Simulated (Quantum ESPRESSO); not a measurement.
Crystal: SnO.

```
Sn O
1.0
     3.81370    0.00000    0.00000
     0.00000    3.81370    0.00000
     0.00000    0.00000    4.88691
Sn O
2 2
Direct
  0.50000 0.00000 0.76463
  0.00000 0.50000 0.23537
  0.00000 0.00000 0.00000
  0.50000 0.50000 0.00000
```

The cell is a database's computed one.

Base run:

| Quantity | Value |
| --- | --- |
| Program | Quantum ESPRESSO 7.5 |
| Functional | PBE |
| Potentials or basis | SSSP 1.3 efficiency PBE |
| Cutoff | 816 eV |
| Density cutoff | 6531 eV |
| k mesh | 7 × 7 × 6 |
| Occupations | fermi-dirac, width 0.05 eV |
| Spin | no spin polarisation |

Its results: band gap on the k mesh 0.38 eV, indirect (least direct gap 2.05 eV); pressure 3.7 GPa; largest force 0.433 eV/Å.

Task: The run is repeated on the same cell with these changes: potentials or basis from SSSP 1.3 efficiency PBE to SG15 PBE 1.2; cutoff from 816 eV to 1197 eV; density cutoff from 6531 eV to 4789 eV; k mesh from 7 × 7 × 6 to 3 × 3 × 3. What comes out?

Result: Band gap on the k mesh 1.10 eV, indirect (least direct gap 2.06 eV); pressure 3.2 GPa; largest force 0.391 eV/Å.

Caveats: some runs use coarse meshes; spin-orbit coupling is left out, which moves the levels of the heavy elements; an odd mesh through Γ misses points on the zone boundary, where band edges often lie.

Not every run made on this cell is shown here.
